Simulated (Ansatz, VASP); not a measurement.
**Cross-check of GaSb between VASP and Ansatz**

Aim: how closely do two programs agree when they are given the same cell, functional and k mesh? The cell is taken from a series of runs on this material, whose earlier steps may have relaxed, scaled, displaced or heated it; both programs get it as it stands.

Method: plane waves, with VASP 6.6.1 beside it; zone-centre phonons at LDA, in Ansatz 0.2.0.

### 1. Starting point

The structure is tetragonal, space group I-4m2 (No. 119). The conventional cell has a = 4.448 Å, b = 4.448 Å, c = 5.818 Å, α = 90.00°, β = 90.00°, γ = 90.00°. Nearest to Ga lie 4 Sb at 2.66 Å. Nearest to Sb lie 4 Ga at 2.66 Å. Farther neighbours are not listed.

Coordinates:

```xyz
2
Lattice="0.0000 3.1455 2.9090 3.1455 0.0000 2.9090 3.1455 3.1455 0.0000" Properties=species:S:1:pos:R:3 pbc="T T T"
Ga    0.0001    0.0001    0.0000
Sb    4.7182    4.7182    4.3634
```

### 2. VASP: zone-centre phonons, LDA

Second derivatives magnify differences that forces hide, and they need a tight electronic threshold.

Lines of VASP's logs that name or quote its potential files are left out, and so is its time.

INCAR

```
SYSTEM = GaSb
PREC = Accurate
ENCUT = 500
EDIFF = 1E-08
NELM = 120
ISMEAR = 0
SIGMA = 0.015
LREAL = .FALSE.
ALGO = Normal
GGA = CA
NBANDS = 15
LORBIT = 11
LWAVE = .FALSE.
LCHARG = .FALSE.
ISIF = 2
ISYM = 2
IBRION = 8
LASPH = .TRUE.
GGA_COMPAT = .FALSE.
EFERMI = MIDGAP
KPAR = 2
```

POSCAR

```
GaSb
1.0
    0.0000000000      3.1455424587      2.9089541478
    3.1455424587      0.0000000000      2.9089541478
    3.1455424587      3.1455424587      0.0000000000
Ga Sb
1 1
Direct
    0.0000047117      0.0000047117      0.0000392525
    0.7499952883      0.7499952883      0.7499607475
```

KPOINTS

```
Points of the shifted mesh
1728
Reciprocal
 0.0416666667  0.0416666667  0.0416666667 1
 0.0416666667  0.0416666667  0.1250000000 1
 0.0416666667  0.0416666667  0.2083333333 1
 0.0416666667  0.0416666667  0.2916666667 1
 0.0416666667  0.0416666667  0.3750000000 1
 0.0416666667  0.0416666667  0.4583333333 1
 0.0416666667  0.0416666667  0.5416666667 1
 0.0416666667  0.0416666667  0.6250000000 1
 0.0416666667  0.0416666667  0.7083333333 1
 0.0416666667  0.0416666667  0.7916666667 1
 0.0416666667  0.0416666667  0.8750000000 1
 0.0416666667  0.0416666667  0.9583333333 1
 0.0416666667  0.1250000000  0.0416666667 1
 0.0416666667  0.1250000000  0.1250000000 1
 0.0416666667  0.1250000000  0.2083333333 1
 0.0416666667  0.1250000000  0.2916666667 1
 0.0416666667  0.1250000000  0.3750000000 1
 0.0416666667  0.1250000000  0.4583333333 1
 0.0416666667  0.1250000000  0.5416666667 1
 0.0416666667  0.1250000000  0.6250000000 1
 0.0416666667  0.1250000000  0.7083333333 1
 0.0416666667  0.1250000000  0.7916666667 1
 0.0416666667  0.1250000000  0.8750000000 1
 0.0416666667  0.1250000000  0.9583333333 1
 0.0416666667  0.2083333333  0.0416666667 1
 0.0416666667  0.2083333333  0.1250000000 1
 0.0416666667  0.2083333333  0.2083333333 1
 0.0416666667  0.2083333333  0.2916666667 1
 0.0416666667  0.2083333333  0.3750000000 1
 0.0416666667  0.2083333333  0.4583333333 1
 0.0416666667  0.2083333333  0.5416666667 1
 0.0416666667  0.2083333333  0.6250000000 1
 0.0416666667  0.2083333333  0.7083333333 1
 0.0416666667  0.2083333333  0.7916666667 1
 0.0416666667  0.2083333333  0.8750000000 1
 0.0416666667  0.2083333333  0.9583333333 1
 0.0416666667  0.2916666667  0.0416666667 1
 0.0416666667  0.2916666667  0.1250000000 1
 0.0416666667  0.2916666667  0.2083333333 1
 0.0416666667  0.2916666667  0.2916666667 1
 0.0416666667  0.2916666667  0.3750000000 1
 0.0416666667  0.2916666667  0.4583333333 1
 0.0416666667  0.2916666667  0.5416666667 1
 0.0416666667  0.2916666667  0.6250000000 1
 0.0416666667  0.2916666667  0.7083333333 1
 0.0416666667  0.2916666667  0.7916666667 1
 0.0416666667  0.2916666667  0.8750000000 1
 0.0416666667  0.2916666667  0.9583333333 1
 0.0416666667  0.3750000000  0.0416666667 1
 0.0416666667  0.3750000000  0.1250000000 1
 0.0416666667  0.3750000000  0.2083333333 1
 0.0416666667  0.3750000000  0.2916666667 1
 0.0416666667  0.3750000000  0.3750000000 1
 0.0416666667  0.3750000000  0.4583333333 1
 0.0416666667  0.3750000000  0.5416666667 1
 0.0416666667  0.3750000000  0.6250000000 1
 0.0416666667  0.3750000000  0.7083333333 1
 0.0416666667  0.3750000000  0.7916666667 1
 0.0416666667  0.3750000000  0.8750000000 1
 0.0416666667  0.3750000000  0.9583333333 1
 0.0416666667  0.4583333333  0.0416666667 1
 0.0416666667  0.4583333333  0.1250000000 1
 0.0416666667  0.4583333333  0.2083333333 1
 0.0416666667  0.4583333333  0.2916666667 1
 0.0416666667  0.4583333333  0.3750000000 1
 0.0416666667  0.4583333333  0.4583333333 1
 0.0416666667  0.4583333333  0.5416666667 1
 0.0416666667  0.4583333333  0.6250000000 1
 0.0416666667  0.4583333333  0.7083333333 1
 0.0416666667  0.4583333333  0.7916666667 1
 0.0416666667  0.4583333333  0.8750000000 1
 0.0416666667  0.4583333333  0.9583333333 1
 0.0416666667  0.5416666667  0.0416666667 1
 0.0416666667  0.5416666667  0.1250000000 1
 0.0416666667  0.5416666667  0.2083333333 1
 0.0416666667  0.5416666667  0.2916666667 1
 0.0416666667  0.5416666667  0.3750000000 1
 0.0416666667  0.5416666667  0.4583333333 1
 0.0416666667  0.5416666667  0.5416666667 1
 0.0416666667  0.5416666667  0.6250000000 1
 0.0416666667  0.5416666667  0.7083333333 1
 0.0416666667  0.5416666667  0.7916666667 1
 0.0416666667  0.5416666667  0.8750000000 1
 0.0416666667  0.5416666667  0.9583333333 1
 0.0416666667  0.6250000000  0.0416666667 1
 0.0416666667  0.6250000000  0.1250000000 1
 0.0416666667  0.6250000000  0.2083333333 1
 0.0416666667  0.6250000000  0.2916666667 1
 0.0416666667  0.6250000000  0.3750000000 1
 0.0416666667  0.6250000000  0.4583333333 1
 0.0416666667  0.6250000000  0.5416666667 1
 0.0416666667  0.6250000000  0.6250000000 1
 0.0416666667  0.6250000000  0.7083333333 1
 0.0416666667  0.6250000000  0.7916666667 1
 0.0416666667  0.6250000000  0.8750000000 1
 0.0416666667  0.6250000000  0.9583333333 1
 0.0416666667  0.7083333333  0.0416666667 1
 0.0416666667  0.7083333333  0.1250000000 1
 0.0416666667  0.7083333333  0.2083333333 1
 0.0416666667  0.7083333333  0.2916666667 1
 0.0416666667  0.7083333333  0.3750000000 1
 0.0416666667  0.7083333333  0.4583333333 1
 0.0416666667  0.7083333333  0.5416666667 1
 0.0416666667  0.7083333333  0.6250000000 1
 0.0416666667  0.7083333333  0.7083333333 1
 0.0416666667  0.7083333333  0.7916666667 1
 0.0416666667  0.7083333333  0.8750000000 1
 0.0416666667  0.7083333333  0.9583333333 1
 0.0416666667  0.7916666667  0.0416666667 1
 0.0416666667  0.7916666667  0.1250000000 1
 0.0416666667  0.7916666667  0.2083333333 1
 0.0416666667  0.7916666667  0.2916666667 1
[... 1390 lines left out ...]
 0.8750000000  0.4583333333  0.1250000000 1
 0.8750000000  0.4583333333  0.2083333333 1
 0.8750000000  0.4583333333  0.2916666667 1
 0.8750000000  0.4583333333  0.3750000000 1
 0.8750000000  0.4583333333  0.4583333333 1
 0.8750000000  0.4583333333  0.5416666667 1
 0.8750000000  0.4583333333  0.6250000000 1
 0.8750000000  0.4583333333  0.7083333333 1
 0.8750000000  0.4583333333  0.7916666667 1
 0.8750000000  0.4583333333  0.8750000000 1
 0.8750000000  0.4583333333  0.9583333333 1
 0.8750000000  0.5416666667  0.0416666667 1
 0.8750000000  0.5416666667  0.1250000000 1
 0.8750000000  0.5416666667  0.2083333333 1
 0.8750000000  0.5416666667  0.2916666667 1
 0.8750000000  0.5416666667  0.3750000000 1
 0.8750000000  0.5416666667  0.4583333333 1
 0.8750000000  0.5416666667  0.5416666667 1
 0.8750000000  0.5416666667  0.6250000000 1
 0.8750000000  0.5416666667  0.7083333333 1
 0.8750000000  0.5416666667  0.7916666667 1
 0.8750000000  0.5416666667  0.8750000000 1
 0.8750000000  0.5416666667  0.9583333333 1
 0.8750000000  0.6250000000  0.0416666667 1
 0.8750000000  0.6250000000  0.1250000000 1
 0.8750000000  0.6250000000  0.2083333333 1
 0.8750000000  0.6250000000  0.2916666667 1
 0.8750000000  0.6250000000  0.3750000000 1
 0.8750000000  0.6250000000  0.4583333333 1
 0.8750000000  0.6250000000  0.5416666667 1
 0.8750000000  0.6250000000  0.6250000000 1
 0.8750000000  0.6250000000  0.7083333333 1
 0.8750000000  0.6250000000  0.7916666667 1
 0.8750000000  0.6250000000  0.8750000000 1
 0.8750000000  0.6250000000  0.9583333333 1
 0.8750000000  0.7083333333  0.0416666667 1
 0.8750000000  0.7083333333  0.1250000000 1
 0.8750000000  0.7083333333  0.2083333333 1
 0.8750000000  0.7083333333  0.2916666667 1
 0.8750000000  0.7083333333  0.3750000000 1
 0.8750000000  0.7083333333  0.4583333333 1
 0.8750000000  0.7083333333  0.5416666667 1
 0.8750000000  0.7083333333  0.6250000000 1
 0.8750000000  0.7083333333  0.7083333333 1
 0.8750000000  0.7083333333  0.7916666667 1
 0.8750000000  0.7083333333  0.8750000000 1
 0.8750000000  0.7083333333  0.9583333333 1
 0.8750000000  0.7916666667  0.0416666667 1
 0.8750000000  0.7916666667  0.1250000000 1
 0.8750000000  0.7916666667  0.2083333333 1
 0.8750000000  0.7916666667  0.2916666667 1
 0.8750000000  0.7916666667  0.3750000000 1
 0.8750000000  0.7916666667  0.4583333333 1
 0.8750000000  0.7916666667  0.5416666667 1
 0.8750000000  0.7916666667  0.6250000000 1
 0.8750000000  0.7916666667  0.7083333333 1
 0.8750000000  0.7916666667  0.7916666667 1
 0.8750000000  0.7916666667  0.8750000000 1
 0.8750000000  0.7916666667  0.9583333333 1
 0.8750000000  0.8750000000  0.0416666667 1
 0.8750000000  0.8750000000  0.1250000000 1
 0.8750000000  0.8750000000  0.2083333333 1
 0.8750000000  0.8750000000  0.2916666667 1
 0.8750000000  0.8750000000  0.3750000000 1
 0.8750000000  0.8750000000  0.4583333333 1
 0.8750000000  0.8750000000  0.5416666667 1
 0.8750000000  0.8750000000  0.6250000000 1
 0.8750000000  0.8750000000  0.7083333333 1
 0.8750000000  0.8750000000  0.7916666667 1
 0.8750000000  0.8750000000  0.8750000000 1
 0.8750000000  0.8750000000  0.9583333333 1
 0.8750000000  0.9583333333  0.0416666667 1
 0.8750000000  0.9583333333  0.1250000000 1
 0.8750000000  0.9583333333  0.2083333333 1
 0.8750000000  0.9583333333  0.2916666667 1
 0.8750000000  0.9583333333  0.3750000000 1
 0.8750000000  0.9583333333  0.4583333333 1
 0.8750000000  0.9583333333  0.5416666667 1
 0.8750000000  0.9583333333  0.6250000000 1
 0.8750000000  0.9583333333  0.7083333333 1
 0.8750000000  0.9583333333  0.7916666667 1
 0.8750000000  0.9583333333  0.8750000000 1
 0.8750000000  0.9583333333  0.9583333333 1
 0.9583333333  0.0416666667  0.0416666667 1
 0.9583333333  0.0416666667  0.1250000000 1
 0.9583333333  0.0416666667  0.2083333333 1
 0.9583333333  0.0416666667  0.2916666667 1
 0.9583333333  0.0416666667  0.3750000000 1
 0.9583333333  0.0416666667  0.4583333333 1
 0.9583333333  0.0416666667  0.5416666667 1
 0.9583333333  0.0416666667  0.6250000000 1
 0.9583333333  0.0416666667  0.7083333333 1
 0.9583333333  0.0416666667  0.7916666667 1
 0.9583333333  0.0416666667  0.8750000000 1
 0.9583333333  0.0416666667  0.9583333333 1
 0.9583333333  0.1250000000  0.0416666667 1
 0.9583333333  0.1250000000  0.1250000000 1
 0.9583333333  0.1250000000  0.2083333333 1
 0.9583333333  0.1250000000  0.2916666667 1
 0.9583333333  0.1250000000  0.3750000000 1
 0.9583333333  0.1250000000  0.4583333333 1
 0.9583333333  0.1250000000  0.5416666667 1
 0.9583333333  0.1250000000  0.6250000000 1
 0.9583333333  0.1250000000  0.7083333333 1
 0.9583333333  0.1250000000  0.7916666667 1
 0.9583333333  0.1250000000  0.8750000000 1
 0.9583333333  0.1250000000  0.9583333333 1
 0.9583333333  0.2083333333  0.0416666667 1
 0.9583333333  0.2083333333  0.1250000000 1
 0.9583333333  0.2083333333  0.2083333333 1
 0.9583333333  0.2083333333  0.2916666667 1
 0.9583333333  0.2083333333  0.3750000000 1
 0.9583333333  0.2083333333  0.4583333333 1
 0.9583333333  0.2083333333  0.5416666667 1
 0.9583333333  0.2083333333  0.6250000000 1
 0.9583333333  0.2083333333  0.7083333333 1
 0.9583333333  0.2083333333  0.7916666667 1
 0.9583333333  0.2083333333  0.8750000000 1
 0.9583333333  0.2083333333  0.9583333333 1
 0.9583333333  0.2916666667  0.0416666667 1
 0.9583333333  0.2916666667  0.1250000000 1
 0.9583333333  0.2916666667  0.2083333333 1
 0.9583333333  0.2916666667  0.2916666667 1
 0.9583333333  0.2916666667  0.3750000000 1
 0.9583333333  0.2916666667  0.4583333333 1
 0.9583333333  0.2916666667  0.5416666667 1
 0.9583333333  0.2916666667  0.6250000000 1
 0.9583333333  0.2916666667  0.7083333333 1
 0.9583333333  0.2916666667  0.7916666667 1
 0.9583333333  0.2916666667  0.8750000000 1
 0.9583333333  0.2916666667  0.9583333333 1
 0.9583333333  0.3750000000  0.0416666667 1
 0.9583333333  0.3750000000  0.1250000000 1
 0.9583333333  0.3750000000  0.2083333333 1
 0.9583333333  0.3750000000  0.2916666667 1
 0.9583333333  0.3750000000  0.3750000000 1
 0.9583333333  0.3750000000  0.4583333333 1
 0.9583333333  0.3750000000  0.5416666667 1
 0.9583333333  0.3750000000  0.6250000000 1
 0.9583333333  0.3750000000  0.7083333333 1
 0.9583333333  0.3750000000  0.7916666667 1
 0.9583333333  0.3750000000  0.8750000000 1
 0.9583333333  0.3750000000  0.9583333333 1
 0.9583333333  0.4583333333  0.0416666667 1
 0.9583333333  0.4583333333  0.1250000000 1
 0.9583333333  0.4583333333  0.2083333333 1
 0.9583333333  0.4583333333  0.2916666667 1
 0.9583333333  0.4583333333  0.3750000000 1
 0.9583333333  0.4583333333  0.4583333333 1
 0.9583333333  0.4583333333  0.5416666667 1
 0.9583333333  0.4583333333  0.6250000000 1
 0.9583333333  0.4583333333  0.7083333333 1
 0.9583333333  0.4583333333  0.7916666667 1
 0.9583333333  0.4583333333  0.8750000000 1
 0.9583333333  0.4583333333  0.9583333333 1
 0.9583333333  0.5416666667  0.0416666667 1
 0.9583333333  0.5416666667  0.1250000000 1
 0.9583333333  0.5416666667  0.2083333333 1
 0.9583333333  0.5416666667  0.2916666667 1
 0.9583333333  0.5416666667  0.3750000000 1
 0.9583333333  0.5416666667  0.4583333333 1
 0.9583333333  0.5416666667  0.5416666667 1
 0.9583333333  0.5416666667  0.6250000000 1
 0.9583333333  0.5416666667  0.7083333333 1
 0.9583333333  0.5416666667  0.7916666667 1
 0.9583333333  0.5416666667  0.8750000000 1
 0.9583333333  0.5416666667  0.9583333333 1
 0.9583333333  0.6250000000  0.0416666667 1
 0.9583333333  0.6250000000  0.1250000000 1
 0.9583333333  0.6250000000  0.2083333333 1
 0.9583333333  0.6250000000  0.2916666667 1
 0.9583333333  0.6250000000  0.3750000000 1
 0.9583333333  0.6250000000  0.4583333333 1
 0.9583333333  0.6250000000  0.5416666667 1
 0.9583333333  0.6250000000  0.6250000000 1
 0.9583333333  0.6250000000  0.7083333333 1
 0.9583333333  0.6250000000  0.7916666667 1
 0.9583333333  0.6250000000  0.8750000000 1
 0.9583333333  0.6250000000  0.9583333333 1
 0.9583333333  0.7083333333  0.0416666667 1
 0.9583333333  0.7083333333  0.1250000000 1
 0.9583333333  0.7083333333  0.2083333333 1
 0.9583333333  0.7083333333  0.2916666667 1
 0.9583333333  0.7083333333  0.3750000000 1
 0.9583333333  0.7083333333  0.4583333333 1
 0.9583333333  0.7083333333  0.5416666667 1
 0.9583333333  0.7083333333  0.6250000000 1
 0.9583333333  0.7083333333  0.7083333333 1
 0.9583333333  0.7083333333  0.7916666667 1
 0.9583333333  0.7083333333  0.8750000000 1
 0.9583333333  0.7083333333  0.9583333333 1
 0.9583333333  0.7916666667  0.0416666667 1
 0.9583333333  0.7916666667  0.1250000000 1
 0.9583333333  0.7916666667  0.2083333333 1
 0.9583333333  0.7916666667  0.2916666667 1
 0.9583333333  0.7916666667  0.3750000000 1
 0.9583333333  0.7916666667  0.4583333333 1
 0.9583333333  0.7916666667  0.5416666667 1
 0.9583333333  0.7916666667  0.6250000000 1
 0.9583333333  0.7916666667  0.7083333333 1
 0.9583333333  0.7916666667  0.7916666667 1
 0.9583333333  0.7916666667  0.8750000000 1
 0.9583333333  0.7916666667  0.9583333333 1
 0.9583333333  0.8750000000  0.0416666667 1
 0.9583333333  0.8750000000  0.1250000000 1
 0.9583333333  0.8750000000  0.2083333333 1
 0.9583333333  0.8750000000  0.2916666667 1
 0.9583333333  0.8750000000  0.3750000000 1
 0.9583333333  0.8750000000  0.4583333333 1
 0.9583333333  0.8750000000  0.5416666667 1
 0.9583333333  0.8750000000  0.6250000000 1
 0.9583333333  0.8750000000  0.7083333333 1
 0.9583333333  0.8750000000  0.7916666667 1
 0.9583333333  0.8750000000  0.8750000000 1
 0.9583333333  0.8750000000  0.9583333333 1
 0.9583333333  0.9583333333  0.0416666667 1
 0.9583333333  0.9583333333  0.1250000000 1
 0.9583333333  0.9583333333  0.2083333333 1
 0.9583333333  0.9583333333  0.2916666667 1
 0.9583333333  0.9583333333  0.3750000000 1
 0.9583333333  0.9583333333  0.4583333333 1
 0.9583333333  0.9583333333  0.5416666667 1
 0.9583333333  0.9583333333  0.6250000000 1
 0.9583333333  0.9583333333  0.7083333333 1
 0.9583333333  0.9583333333  0.7916666667 1
 0.9583333333  0.9583333333  0.8750000000 1
 0.9583333333  0.9583333333  0.9583333333 1
```

The projector-augmented-wave data sets are Ga_d and Sb (LDA family, release 64).

Launch:

```bash
$ mpirun -np 2 vasp_std
```

Numbers of over 12 decimals in the logs are rounded to 6 here.

The log of the run:

```text
[banner, memory and clock lines left out]
running    2 mpi-ranks, on    1 nodes
[...]
LDA part: xc-table for (Slater(with rela. corr.)+CA(PZ))
 , standard interpolation
 POSCAR, INCAR and KPOINTS ok, starting setup
[...]
entering main loop
       N       E                     dE             d eps       ncg     rms          rms(c)
DAV:   1     0.807809785065E+02    0.80781E+02   -0.84796E+03 52288   0.143E+03
DAV:   2    -0.240776249175E+01   -0.83189E+02   -0.80436E+02 60681   0.300E+02
DAV:   3    -0.863415611968E+01   -0.62264E+01   -0.62041E+01 61997   0.680E+01
DAV:   4    -0.874728506778E+01   -0.11313E+00   -0.11311E+00 64592   0.104E+01
[...]
DAV:  12    -0.863243772639E+01    0.23386E-07   -0.20720E-07 65148   0.356E-03    0.883E-04
DAV:  13    -0.863243773695E+01   -0.10560E-07   -0.18825E-08 63588   0.129E-03    0.615E-04
DAV:  14    -0.863243773699E+01   -0.45929E-10   -0.70494E-10 37645   0.336E-04
   1 F= -.86324377E+01 E0= -.86324377E+01  d E =-.327509E-16
 Linear response reoptimize wavefunctions to high precision
DAV:   1    -0.863243773696E+01    0.36380E-10   -0.35254E-10 48257   0.184E-04
 Linear response DOF=           4
 Linear response progress:
  Degree of freedom:   1/  4
       N       E                     dE             d eps       ncg     rms          rms(c)
RMM:   1    -0.168239457987E+00   -0.16824E+00    0.78068E-02 64444   0.833E+00
RMM:   2    -0.166838758404E+00    0.14007E-02   -0.28100E-02 96846   0.138E+00    0.393E-02
RMM:   3    -0.166950142230E+00   -0.11138E-03   -0.38429E-03101364   0.459E-01    0.250E-02
RMM:   4    -0.166896243565E+00    0.53899E-04   -0.16753E-03110890   0.216E-01    0.146E-02
[...]
RMM:  12    -0.166901680380E+00    0.48774E-07   -0.20687E-08105419   0.288E-04    0.227E-05
RMM:  13    -0.166901843030E+00   -0.16265E-06    0.12873E-09107535   0.150E-04    0.260E-06
RMM:  14    -0.166901835939E+00    0.70911E-08   -0.46295E-09107906   0.800E-05    0.678E-06
 first order change of Fermi-energy  -0.14975E+01
 force on displaced ion       1 direction 1 :  -7.544  -0.010   0.002
 Linear response progress:
  Degree of freedom:   2/  4
       N       E                     dE             d eps       ncg     rms          rms(c)
RMM:   1    -0.167530905624E+00   -0.16753E+00    0.11438E-01 64438   0.850E+00
RMM:   2    -0.166456900940E+00    0.10740E-02   -0.26790E-02 96059   0.135E+00    0.407E-02
RMM:   3    -0.166588552875E+00   -0.13165E-03   -0.47553E-03 99118   0.511E-01    0.239E-02
RMM:   4    -0.166582358483E+00    0.61944E-05   -0.25854E-03110883   0.264E-01    0.160E-02
[...]
RMM:  16    -0.166593309704E+00   -0.21887E-07    0.65328E-10106878   0.310E-05    0.207E-06
RMM:  17    -0.166593338411E+00   -0.28706E-07   -0.22936E-09106691   0.218E-05    0.127E-06
RMM:  18    -0.166593333161E+00    0.52498E-08   -0.17691E-09 97014   0.160E-05    0.564E-07
 first order change of Fermi-energy  -0.12363E+00
 force on displaced ion       1 direction 3 :   0.002   0.002  -7.392
 Linear response progress:
  Degree of freedom:   3/  4
       N       E                     dE             d eps       ncg     rms          rms(c)
RMM:   1    -0.293955813897E-01   -0.29396E-01    0.38184E-03104516   0.136E+00
RMM:   2    -0.265606688369E-01    0.28349E-02   -0.34136E-03 94815   0.386E-01    0.671E-02
RMM:   3    -0.265131763639E-01    0.47492E-04   -0.20773E-04106366   0.103E-01    0.359E-02
RMM:   4    -0.265336964931E-01   -0.20520E-04   -0.43222E-05105725   0.443E-02    0.449E-03
RMM:   5    -0.265382406225E-01   -0.45441E-05   -0.58031E-06109636   0.152E-02    0.287E-03
RMM:   6    -0.265302996437E-01    0.79410E-05   -0.79738E-07103730   0.488E-03    0.493E-04
RMM:   7    -0.265299321729E-01    0.36747E-06   -0.76207E-08109892   0.151E-03    0.284E-04
RMM:   8    -0.265297194004E-01    0.21277E-06   -0.19775E-08103903   0.531E-04    0.493E-05
RMM:   9    -0.265297290406E-01   -0.96402E-08   -0.43306E-09110737   0.200E-04    0.278E-05
 first order change of Fermi-energy   0.14975E+01
 force on displaced ion       2 direction 1 :  -7.573  -0.010   0.002
 Linear response progress:
  Degree of freedom:   4/  4
       N       E                     dE             d eps       ncg     rms          rms(c)
RMM:   1    -0.285836689419E-01   -0.28584E-01    0.81681E-03105174   0.133E+00
RMM:   2    -0.266289621244E-01    0.19547E-02   -0.34767E-03 95474   0.360E-01    0.628E-02
RMM:   3    -0.265192071608E-01    0.10975E-03   -0.21346E-04105946   0.998E-02    0.337E-02
RMM:   4    -0.265137231263E-01    0.54840E-05   -0.44467E-05104670   0.435E-02    0.456E-03
[...]
RMM:   9    -0.265104445032E-01    0.66483E-07   -0.28741E-09107754   0.206E-04    0.147E-05
RMM:  10    -0.265104761777E-01   -0.31675E-07   -0.43322E-10102910   0.816E-05    0.307E-06
RMM:  11    -0.265104779640E-01   -0.17864E-08   -0.18465E-10107780   0.289E-05    0.441E-06
 first order change of Fermi-energy   0.12362E+00
 force on displaced ion       2 direction 3 :   0.002   0.002  -7.418
 Linear response finished
```

[end of part 1 of 2]

[Lines on the potential files, build, host, timing and source positions are cut from VASP's logs without a mark.]

[Logs are printed without paths, hosts, clocks, repeated set-up lines and the standing remarks that a program may print on its own settings, such as how far it seeks lower states.]

[Hosts, paths, dates, database ids (printed as entryN), source tags and the programs' standing remarks are cut or masked in the printed files.]
